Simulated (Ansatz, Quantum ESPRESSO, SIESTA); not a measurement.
**TiSe: programs and potentials compared**

```
CELL_PARAMETERS angstrom
3.55900 0.00000 0.00000
-1.77950 3.08218 0.00000
0.00000 0.00000 6.22000
ATOMIC_POSITIONS crystal
Se 0.66667 0.33333 0.75000
Se 0.33333 0.66667 0.25000
Ti 0.00000 0.00000 0.50000
Ti 0.00000 0.00000 0.00000
```

Alike in all runs: task band structure; functional LDA; k mesh 9 × 9 × 5; occupations fermi-dirac, width 0.05 eV; no spin polarisation; no spin-orbit coupling. LDA stands for any of its common fits. Pressure is positive in compression and, in plane waves, holds the error of the finite cutoff, which Ansatz's Pulay term estimates and takes out.

```
                                                                                   program and potentials  plane-wave cutoff (eV)                                                                                                                            notes  pressure (GPa)
                                                                                       Ansatz, Ansatz PAW                     420  potentials made for PBE, which Ansatz adapts in part; 14 valence electrons an atom on average; Pulay term of +0.04 GPa included           -3.97
                                                                           Quantum ESPRESSO, GBRV 1.5 LDA                     612                                                                                           9 valence electrons an atom on average           -3.89
SIESTA, files PseudoDojo sr-lda-0.4.1-standard, DZP (energy shift 0.003 Ry; two zetas on semicore shells)                       -                                                                            atomic basis; 14 valence electrons an atom on average           -1.07
```

The pressure spans -3.97 (Ansatz, Ansatz PAW) to -1.07 GPa (SIESTA, files PseudoDojo sr-lda-0.4.1-standard, DZP (energy shift 0.003 Ry; two zetas on semicore shells)). Rows in atomic bases carry the error of their basis and grid, which can be large.

The functional is the same throughout but for its coding, so the spread measures potentials, basis and numerics; runs on potential files found faulty are left out.
